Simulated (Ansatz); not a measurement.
## Stress against strain in C

```
CELL_PARAMETERS angstrom
1.23000 0.71014 11.15000
-1.23000 0.71014 11.15000
0.00000 -1.42028 11.15000
ATOMIC_POSITIONS crystal
C 0.05000 0.05000 0.05000
C 0.95000 0.95000 0.95000
C 0.28300 0.28300 0.28300
C 0.71700 0.71700 0.71700
```

Atoms are numbered in the order listed.

The cell is COD entry 1000065, as deposited and not checked against the literature; nothing was relaxed.

All numbers below come from Ansatz 0.2.0, DFT, PBEsol, all-electron LAPW, scalar-relativistic.

Settings: a Γ-centred 15×15×15 k mesh, Fermi–Dirac smearing of 0.08 eV, basis error target 1 meV/atom, no spin polarisation.

The strain is applied along the Cartesian axes of the cell as listed (the other components stay zero). Fractional coordinates are held (clamped ions).

σ is the change of stress from the unstrained cell, which is at -0.16 GPa; tension is positive, so slopes are stress–strain coefficients at that pressure. In a metal the k mesh adds noise.

Only quantities that a quadratic follows smoothly over the whole series are listed; rougher ones are left out.

```
εxx = εyy  σzz (GPa)  σxx (GPa)
  -0.0300       0.03     -26.23
  -0.0100       0.01      -7.93
   0.0000       0.00       0.00
   0.0100      -0.01       7.20
   0.0200      -0.01      13.73
   0.0300      -0.02      19.63
```

Fit the series and read off the stiffness at zero strain.

Least-squares fits y = p0 + p1 x + p2 x² to the rows give σzz (GPa): p1 = -0.814, p2 = 6; σxx (GPa): p1 = 763, p2 = -3700. So C13 + C23 = -1 GPa and C11 + C12 = 763 GPa, for these axes.

One run, at εxx = εyy = -0.0200, is withheld. Predict its row.

The fits give 0.02, -16.74; the run gave 0.02, -16.65.
